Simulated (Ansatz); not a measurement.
# SnTe (Fm-3m) in Ansatz: further runs

Runs on SnTe. Level: PBEsol. Tasks: band structure.

All numbers are computed with Ansatz 0.2.0; they aren't measurements. Logs are shortened: lines on timing, memory, paths and dates and some standing lists are left out, and cuts for length are marked.

**What was measured.**

From a printed reference work, textbook, for a bulk crystal of SnTe at 300 K: band gap 0.18 eV (direct).

The results are compared with them further down.

**1. The structure**

The structure is cubic, space group Fm-3m (No. 225). Conventional cell: a = 6.302 Å, b = 6.302 Å, c = 6.302 Å, α = 90.00°, β = 90.00°, γ = 90.00°. Te (site symmetry m-3m) has 6 Sn at 3.15 Å as nearest neighbours. Sn (site symmetry m-3m) is surrounded by 6 Te at 3.15 Å.

**2. Band structure, PBEsol**

File input.yaml:

```yaml
crystal:
  lattice:
    - [0.0, 3.15085, 3.15085]
    - [3.15085, 0.0, 3.15085]
    - [3.15085, 3.15085, 0.0]
  atoms:
    - { symbol: Te, position: [0.5, 0.5, 0.5] }
    - { symbol: Sn, position: [0.0, 0.0, 0.0] }
kpoints:
  mp_grid: { grid: [7, 7, 7] }
  band_path:
    path:
      - [0.0, 0.0, 0.0]
      - [0.5, 0.0, 0.5]
      - [0.5, 0.25, 0.75]
      - [0.375, 0.375, 0.75]
      - [0.0, 0.0, 0.0]
      - [0.5, 0.5, 0.5]
      - [0.625, 0.25, 0.625]
      - [0.5, 0.25, 0.75]
    npoints: 12
scf:
  occupations: { method: fermi_dirac, width: 0.05 }
hamiltonian:
  xc: pbesol
  pseudopotentials: { kind: all_electron, datasets: crystal }
output:
  forces: true
  stress: true
  eigenvalues: true
```

Potentials or basis: all-electron PAW datasets made for the crystal.

Launch:

```
$ ansatz run input.yaml --threads 1 --pin off --max-ram 3072MiB --backend cpu --events-out ev --progress --plain --runs-dir out
```

The log of the run:

```text
Warning: RAYON_NUM_THREADS=1 ignored (pool sized by the plan → 1); use --threads N
hamiltonian.pseudopotentials.datasets: crystal makes datasets for this crystal and solves the spheres of its atoms anew in each pass: cutoff 240.0 eV, the density's 960.0 eV; for an error of 0.50 meV an atom under PBE, 1.0 meV for the cell; an energy difference from a run of another recipe may be off by several times the error for the cell, under r2SCAN by more, where some 0.1 meV an atom stays at smaller errors; Sn in spheres of 1.376 Å, 14 of its electrons in bands; Te in spheres of 1.376 Å, 6 of its electrons in bands, 10 on its site; only band paths and densities of states list, in semicore columns, the levels of the semicore shells that are solved separately: 4d of Te
Engine: ansatz 0.2.0, x86_64-unknown-linux-gnu
Pseudopotentials: kind: all_electron
Pseudopotential: Te, paw, valence charge 16, recommended cutoff 240 eV (normal), crystal/all_electron/pbesol/scalar/gaussian/Te, Koelling and Harmon's equation, gaussian nucleus
Pseudopotential: Sn, paw, valence charge 14, recommended cutoff 240 eV (normal), crystal/all_electron/pbesol/scalar/gaussian/Sn, Koelling and Harmon's equation, gaussian nucleus
Functional definition: PBEsol
  exchange = pbesol_x
  correlation = pbesol_c
Crystal: 2 atoms, lattice volume = 62.562 Å³
Basis set: ecut = 240 eV, 531 PW (Γ), exchange–correlation on 48×48×48 points (8 copies of the dense FFT grid, shifted against one another)
Bands: 14, of which v1, the nominal top of the filled ones, is band 10 counted from 1 (9 counted from 0)
Symmetry: 48 space group operations
Space group: Fm-3m (ITA 225), of the structure as read, at distance tolerance 4.0e-5 Å
k-points: 20 of 343
Non-local potential: Te, projectors of the file, l = 0: 1, l = 1: 1
Non-local potential: Sn, projectors of the file, l = 0: 1, l = 1: 1, l = 2: 2
PAW form: soft (Blöchl's): semilocal exchange-correlation on the pseudo side does not see the compensation charge
PAW one-centre angular grid: Te, 110 points (default); XC on its mesh's 1857 points in the sphere
PAW one-centre angular grid: Sn, 590 points (default); XC on its mesh's 1863 points in the sphere
Initial density: superposition of atomic densities (neutral atoms: chi_scale 0, normalization atom)
Initial wavefunctions: pseudopotential atomic-orbital guess
Functional: x = pbesol(κ = 0.804, μ = 0.12345679012345678), c = pbesol(β = 0.046)
iter 1 solved again at ethr=1.09e-3 eV; its pass at ethr=1.00e-1 eV (dr2=2.18e-1 eV) is discarded
SCF iter   1: F=—  HF=-352821.597097 eV  |F-HF|=—  |Δ(HF+E_count)|=         —  Δρ=1.33e-2  dr2=2.14e-1  ethr=1.09e-3  ⟨swp⟩=4.7  Hψ=1695  notcnv=0
preconditioner: auto → none  [insulator: Δε(μ)=0.668 eV  Ē_g=16.578 eV  σ=0.050 eV  W_gap=1.00  n_scr=14 (ndim 8)  ℏωp=21.0 eV  f_vac=0.000  D(μ)=0.00/eV (n_scr^D=0)  ε∞_Penn≈2.6]
iter 2 solved again at ethr=9.44e-5 eV; its pass at ethr=1.07e-3 eV (dr2=1.89e-2 eV) is discarded
SCF iter   2: F=—  HF=-352821.541262 eV  |F-HF|=—  |Δ(HF+E_count)|=   5.58e-2  Δρ=5.61e-3  dr2=1.95e-2  ethr=9.44e-5  ⟨swp⟩=2.0  Hψ=1341  notcnv=0  defer=1
SCF iter   3: F=—  HF=-352821.535777 eV  |F-HF|=—  |Δ(HF+E_count)|=   5.48e-3  Δρ=2.41e-3  dr2=3.68e-3  ethr=9.44e-5  ⟨swp⟩=3.1  Hψ=598  notcnv=0
SCF iter   4: F=—  HF=-352821.536292 eV  |F-HF|=—  |Δ(HF+E_count)|=   5.15e-4  Δρ=1.70e-4  dr2=1.24e-5  ethr=1.84e-5  ⟨swp⟩=2.1  Hψ=488  notcnv=0
SCF iter   5: F=—  HF=-352821.536275 eV  |F-HF|=—  |Δ(HF+E_count)|=   1.66e-5  Δρ=8.14e-5  dr2=4.67e-6  ethr=6.22e-8  ⟨swp⟩=3.4  Hψ=793  notcnv=0
SCF iter   6: F=—  HF=-352821.536270 eV  |F-HF|=—  |Δ(HF+E_count)|=   5.23e-6  Δρ=1.80e-5  dr2=3.44e-7  ethr=2.33e-8  ⟨swp⟩=3.0  Hψ=560  notcnv=0
SCF iter   7: F=-352821.536270 eV  HF=-352821.536270 eV  |F-HF|=1.62e-8  |Δ(HF+E_count)|=   1.71e-7  Δρ=3.54e-6  dr2=8.78e-9  ethr=1.72e-9  ⟨swp⟩=3.0  Hψ=651  notcnv=0
SCF 1 converged in 7 iterations: F = -352821.536271 eV  dr2 = 8.78e-9
  Residual-converged pass: ⟨swp⟩=3.0  Hψ=568  notcnv=0  max |occ|·‖R‖ = 4.6e-6 eV (tolerance 5.3e-6 eV)  dr2=8.89e-9  dr2_onsite=2.75e-8  max |Δocc| = 1.6e-9
NSCF: frozen V_eff on 85 k-points
SCF converged after 7 iterations
Free energy (F): -352821.536271 eV
Harris-Foulkes:  -352821.536271 eV  (|F-HF|=1.62e-8)
Internal energy: -352821.536202 eV  (E = F + TS)
E sigma→0 (E₀):  -352821.536236 eV
Entropy (-TS):   -0.000069 eV (-0.035 meV/atom)
Past the cutoff: the bands carry plane waves up to 1.75 times it, of which those up to 1.5 times it add -0.000226 eV an atom, each by itself; the spheres take 0.000449 eV an atom off the energy for waves past 1.75 times it
By the cutoff:   a pressure is off by up to 0.007 GPa (1.2 times the spheres' own share and the shells' term, over an atom's volume, and 0.004 GPa: a bound that held against runs at twice the plane waves)
Past the cutoffs: a stress includes 0.0013 GPa for waves and charges beyond them, in addition to the slope of what the spheres take
In the spheres:  the bands' charges fall short by 3.9e-7 e at most (sound up to 1e-3), those of shells solved beside the bands by 3.6e-7 e (sound up to 5e-4)
Fermi energy:    11.933369 eV
--- Per-component energies (eV) ---
  E_band       = -34.647160
  E_kinetic    = 170.735499
  E_local      = -2446.492595  (includes V_loc(G=0)·N_el)
  E_nonlocal   = 205.482316
  E_hartree    = 1151.930234
  E_xc         = -151.328050
  E_vxc        = -171.589488  (∫ρ·V_xc dr)
  E_paw        = -356802.081796  (= ΣΔE_a)
  E_vpaw       = -8072.348254  (= ΣTr[D̂ρ^β])
  E_ewald      = -2925.490525
  E_smearing   = -0.000069  (= −TS)
  E_closure    = 7975.708716  (closes the sum)
  Σ components = -352821.536271   (vs F -352821.536271, Δ=0.00e0)
  The terms above E_closure are by the made datasets' own strengths, without shells solved beside the bands.
--- Forces (eV/Å), atoms counted from 1 ---
  atom   1  Te     0.00000000    -0.00000000    -0.00000000
  atom   2  Sn    -0.00000000     0.00000000     0.00000000
  max |Σ_I F_I| component: 1.60e-29 eV/Å
--- Stress (GPa, compression-positive) ---
       -0.371365       0.000000      -0.000000
        0.000000      -0.371365       0.000000
        0.000000      -0.000000      -0.371365
  P = ⅓ Tr σ = -0.3714 GPa (-3.714 kbar)
  It holds what live shells' own plane waves past their cutoff add
--- Band table (eV; the first three rows and the last of 20) ---
  k-point 0: bands = ["-9.9133", "-9.9133", "-9.9064", "-9.9064", "-9.9064", "-0.9335", "7.1757", "9.7589", "9.7589", "9.7589", "15.2274", "15.2274", "15.2274", "16.6326"]
  k-point 1: bands = ["-9.9143", "-9.9143", "-9.9062", "-9.9053", "-9.9053", "-0.7624", "6.3042", "9.7889", "9.7889", "10.3515", "14.3956", "14.3956", "14.4166", "16.5543"]
  k-point 2: bands = ["-9.9169", "-9.9169", "-9.9055", "-9.9024", "-9.9024", "-0.2938", "4.8411", "9.9001", "9.9001", "11.0803", "13.1700", "13.1700", "13.2123", "17.2294"]
  k-point 19: bands = ["-9.9259", "-9.9142", "-9.9044", "-9.9015", "-9.8961", "0.7028", "4.3942", "6.9280", "7.6505", "10.6667", "13.0676", "15.9875", "16.8972", "17.1310"]
  guard bands above this table: 0 of the run's 14 bands, where the rule asks 2: the bands that hold charge and the lowest empty level above them stay in the table. A level can be missing at the table's top as with no guard band: raise scf.n_extra_bands
```

It took 13 s on 1 thread of AMD EPYC 7R43 (Zen 3), shared host; peak memory 0.51 GiB.

What came out:

* Free energy: -352821.5363 eV
* Pressure: -0.4 GPa
* Band gap along the path: 0.09 eV, indirect (least direct gap 0.14 eV)

Levels at the corners of the path, in eV from the Fermi level:
| point | band 8 | band 9 | band 10 | band 11 | band 12 | band 13 |
| --- | --- | --- | --- | --- | --- | --- |
| Γ | -2.17 | -2.17 | -2.17 | 3.29 | 3.29 | 3.29 |
| X | -5.64 | -3.79 | -3.79 | 2.07 | 4.87 | 4.87 |
| W | -4.88 | -4.88 | -0.86 | 0.79 | 4.54 | 4.54 |
| K | -5.24 | -3.29 | -2.77 | 2.98 | 3.01 | 4.11 |
| Γ | -2.17 | -2.17 | -2.17 | 3.29 | 3.29 | 3.29 |
| L | -1.84 | -1.84 | -0.09 | 0.05 | 0.32 | 0.32 |
| U | -5.24 | -3.29 | -2.77 | 2.98 | 3.01 | 4.11 |
| W | -4.88 | -4.88 | -0.86 | 0.79 | 4.54 | 4.54 |

Caveat: this odd mesh misses L, where the gap lies, so gap, dielectric constants and Born charges aren't listed; spin-orbit coupling is left out, which moves the levels of the heavy elements.

**3. Band structure, PBEsol**

input.yaml: that of step 2 with these lines changed.

```diff
@@ -25,3 +25,6 @@
   xc: pbesol
-  pseudopotentials: { kind: all_electron, datasets: crystal }
+  pseudopotentials:
+    kind: all_electron
+    lapw: { basis_error: 0.001 }
+    dirac_shells: { Sn: ["3p", "3d"], Te: ["3p", "3d"] }
 output:
```

Potentials or basis: all-electron LAPW, inner shells corrected to Dirac's equation.

Launch:

```
$ ansatz run input.yaml --threads 1 --pin off --max-ram 3072MiB --backend cpu --events-out ev --progress --plain --runs-dir out
```

The log of the run:

```text
Warning: RAYON_NUM_THREADS=1 ignored (pool sized by the plan → 1); use --threads N
LAPW: plane waves up to 6.974 Å⁻¹, error target 1.0e-3 eV per atom; small_component_spin mean_spin; Sn in spheres of 1.592 Å, 22 of its electrons in bands, Dirac shells [2p, 3p, 3d]; Te in spheres of 1.559 Å, 24 of its electrons in bands, Dirac shells [2p, 3p, 3d] (how accurate: hamiltonian.pseudopotentials.lapw.basis_error, Limitations)
Engine: ansatz 0.2.0, x86_64-unknown-linux-gnu
Pseudopotentials: kind: all_electron
Pseudopotential: Te, LAPW, valence charge 24, lapw/all_electron/scalar/gaussian/Te, Koelling and Harmon's equation with Dirac's for 2p 3p 3d, gaussian nucleus
[... 49 lines left out ...]
       -0.364125      -0.000000       0.000000
       -0.000000      -0.364125      -0.000000
        0.000000      -0.000000      -0.364125
  P = ⅓ Tr σ = -0.3641 GPa (-3.641 kbar)
--- Band table (eV; the first three rows and the last of 20) ---
  k-point 0: bands = ["-147.5574", "-117.7516", "-97.6593", "-97.6593", "-97.6593", "-73.5847", "-73.5847", "-73.5847", "-25.1186", "-25.1186", "-25.1138", "-25.1138", "-25.1138", "-9.9121", "-9.9121", "-9.9053", "-9.9053", "-9.9053", "-0.9322", "7.1779", "9.7605", "9.7605", "9.7605", "15.2293", "15.2293", "15.2293", "16.6334", "16.6334"]
  k-point 1: bands = ["-147.5574", "-117.7516", "-97.6593", "-97.6593", "-97.6593", "-73.5847", "-73.5847", "-73.5847", "-25.1185", "-25.1185", "-25.1137", "-25.1136", "-25.1136", "-9.9131", "-9.9131", "-9.9050", "-9.9042", "-9.9042", "-0.7611", "6.3061", "9.7905", "9.7905", "10.3533", "14.3973", "14.3973", "14.4183", "16.5551", "17.0534"]
  k-point 2: bands = ["-147.5574", "-117.7516", "-97.6593", "-97.6593", "-97.6593", "-73.5847", "-73.5847", "-73.5847", "-25.1184", "-25.1184", "-25.1136", "-25.1134", "-25.1134", "-9.9157", "-9.9157", "-9.9044", "-9.9013", "-9.9013", "-0.2924", "4.8427", "9.9017", "9.9017", "11.0821", "13.1715", "13.1715", "13.2140", "17.2303", "18.2080"]
  k-point 19: bands = ["-147.5574", "-117.7516", "-97.6593", "-97.6593", "-97.6593", "-73.5847", "-73.5847", "-73.5847", "-25.1187", "-25.1181", "-25.1135", "-25.1131", "-25.1126", "-9.9247", "-9.9129", "-9.9033", "-9.9003", "-9.8950", "0.7044", "4.3957", "6.9292", "7.6518", "10.6685", "13.0693", "15.9890", "16.8988", "17.1325", "18.3460"]
```

It took 11 s on 1 thread of AMD EPYC 7R43 (Zen 3), shared host; peak memory 0.32 GiB.

What came out:

```
Free energy             : -352930.3359 eV
Pressure                : -0.4 GPa
Band gap along the path : 0.09 eV, indirect (least direct gap 0.14 eV)
```

Levels at the corners of the path, in eV from the Fermi level:
```tsv
point	band 20	band 21	band 22	band 23	band 24	band 25	band 26	band 27
Γ	-4.76	-2.17	-2.17	-2.17	3.29	3.29	3.29	4.70
X	-6.53	-5.64	-3.79	-3.79	2.07	4.87	4.87	6.32
W	-7.42	-4.88	-4.88	-0.86	0.79	4.54	4.54	6.00
K	-7.48	-5.24	-3.29	-2.77	2.98	3.01	4.11	5.50
Γ	-4.76	-2.17	-2.17	-2.17	3.29	3.29	3.29	4.70
L	-8.39	-1.84	-1.84	-0.09	0.05	0.31	0.31	7.64
U	-7.48	-5.24	-3.29	-2.77	2.98	3.01	4.11	5.50
W	-7.42	-4.88	-4.88	-0.86	0.79	4.54	4.54	6.00
```

Caveat: this odd mesh misses L, where the gap lies, so gap, dielectric constants and Born charges aren't listed; spin-orbit coupling is left out, which moves the levels of the heavy elements.

**4. How close it comes**

Step 2. Measured gap of SnTe: 0.18 eV (direct; 300 K; a printed reference work, textbook). This calculation gives 0.09 eV (-0.09 eV). Spin-orbit coupling on Sn, Te is left out. The value is that of PBEsol, without temperature or zero-point motion. Semilocal functionals fall short of measured gaps as a rule.

Step 3. Measured gap of SnTe: 0.18 eV (direct; 300 K; a printed reference work, textbook). This calculation gives 0.09 eV (-0.09 eV). Spin-orbit coupling on Sn, Te is left out. The value is that of PBEsol, without temperature or zero-point motion. Semilocal functionals fall short of measured gaps as a rule.
